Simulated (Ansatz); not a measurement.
**Bands of LiF**

```yaml
crystal:
  lattice:
    - [0.00000, 2.01400, 2.01400]
    - [2.01400, 0.00000, 2.01400]
    - [2.01400, 2.01400, 0.00000]
  atoms:
    - { symbol: Li, position: [0.00000, 0.00000, 0.00000] }
    - { symbol: F, position: [0.50000, 0.50000, 0.50000] }
```

Atoms are numbered in the order listed.

Conventional cell: a = 4.028 Å, b = 4.028 Å, c = 4.028 Å, α = 90.00°, β = 90.00°, γ = 90.00°. Li (atom 1) is surrounded by 6 F at 2.01 Å. F (atom 2) is surrounded by 6 Li at 2.01 Å.

The geometry is COD entry 1010990, unchecked; take it as a test cell.

Method: DFT, LDA, all-electron LAPW, scalar-relativistic in Ansatz 0.2.0.

The runs use a Γ-centred 10×10×10 k mesh, Fermi–Dirac smearing of 0.03 eV, basis error target 1 meV/atom, no spin polarisation.

Points in fractions of the reciprocal vectors of this cell: Γ (0, 0, 0), X (0.5, 0, 0.5), U (0.625, 0.25, 0.625), K (0.375, 0.375, 0.75), L (0.5, 0.5, 0.5), W (0.5, 0.25, 0.75). The path joins them by straight lines in the order Γ–X–U–K–Γ–L–W–X; legs that retrace an earlier one aren't tabulated. Energies are in eV from the top of the valence band.

(1) Is there a gap, and where are the band edges?

(2) List the levels between -20 and 10 eV at the symmetry points.

## Answers

(1) 8.82 eV, direct at Γ.

(2) 
Γ: -19.58, 0.00 (×3), 8.82
X: -18.85, -3.11, -1.03 (×2)
U: -18.90, -2.59, -1.61, -0.76
K: -18.90, -2.59, -1.61, -0.76
L: -19.14, -2.58, -0.23 (×2)
W: -18.88, -2.15 (×2), -0.81
